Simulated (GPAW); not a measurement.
Runs of GPAW 26.7.0 on Sn. It takes space group Im-3m (No. 229, cubic). The conventional cell has a = 3.789 Å, b = 3.789 Å, c = 3.789 Å, α = 90.00°, β = 90.00°, γ = 90.00°. Around Sn (site symmetry m-3m) lie 8 Sn at 3.28 Å. This isn't the form of Sn at room conditions, which is tetragonal (white tin).

| task | level | potentials or basis | cell | k mesh | cutoff (eV) | maxiter | optimizer | fmax | max steps | convergence | mesh quality | gap on the mesh (eV) | pressure (GPa) | relaxed volume (Å³/atom) |
| --- | --- | --- | --- | --- | --- | --- | --- | --- | --- | --- | --- | --- | --- | --- |
| relaxation of cell and atoms | LDA | the program's PAW data sets (release 1.2.1) made for this functional, pw | relaxed | 7 × 7 × 7 | 600 | 150 | BFGS | 0.02 eV/Å | 60 | density=1e-05 forces=0.0001 | not flagged | none | 0.0 | 25.56 |
| single point | PBEsol | PAW data sets generated in the run's folder for this functional, pw | as given | 8 × 8 × 8 | 500 | 120 | - | - | - | default | not flagged | none | -2.5 | - |
| relaxation of cell and atoms | BLYP | PAW data sets generated in the run's folder for this functional, pw | relaxed | 10 × 10 × 10 | 600 | 150 | BFGS | 0.02 eV/Å | 60 | density=1e-05 forces=0.0001 | not flagged | none | 0.0 | 30.64 |
| relaxation of cell and atoms | LDA | the program's PAW data sets (release 1.2.1) made for this functional, pw | relaxed | 10 × 10 × 10 | 600 | 150 | BFGS | 0.02 eV/Å | 60 | density=1e-05 forces=0.0001 | not flagged | none | 0.0 | 25.21 |
| G0W0 quasiparticle levels | PBEsol | PAW data sets generated in the run's folder for this functional, pw | as given | 5 × 5 × 5 | 500 | 150 | - | - | - | - | coarse | none | - | - |
| relaxation of cell and atoms | RPBE | the program's PAW data sets (release 1.2.1) made for this functional, pw | relaxed | 10 × 10 × 10 | 600 | 150 | BFGS | 0.02 eV/Å | 60 | density=1e-05 forces=0.0001 | not flagged | none | 0.1 | 28.27 |
| relaxation of cell and atoms | revPBE | the program's PAW data sets (release 1.2.1) made for this functional, pw | relaxed | 10 × 10 × 10 | 600 | 150 | BFGS | 0.02 eV/Å | 60 | density=1e-05 forces=0.0001 | not flagged | none | 0.0 | (b) |
| band structure | LDA | the program's PAW data sets (release 1.2.1) made for this functional, pw | as given | 7 × 7 × 7 | 600 | 150 | - | - | - | - | not flagged | - | (a) | - |

Alike in all rows: no spin polarisation; smearing fermi-dirac 0.05 eV.

Q: Estimate the missing entries.

A: (a) -3.4; (b) 28.04.

Caveats: some runs use coarse meshes; later steps reuse the first step's grids (some runs); the cutoff is short for stress and forces, so pressures can be off by a GPa or more (some runs); G0W0 is unreliable with partly filled bands (some runs); the long-wavelength limit can be off by a per cent or two (some runs); spin-orbit coupling is left out, which moves the levels of the heavy elements (some runs).

A k mesh can miss the band edges, and the runs leave out spin-orbit coupling on Sn.

A gap of «none» marks a metal or a gap under the smearing width.

Runs at the PBE level aren't shown here.
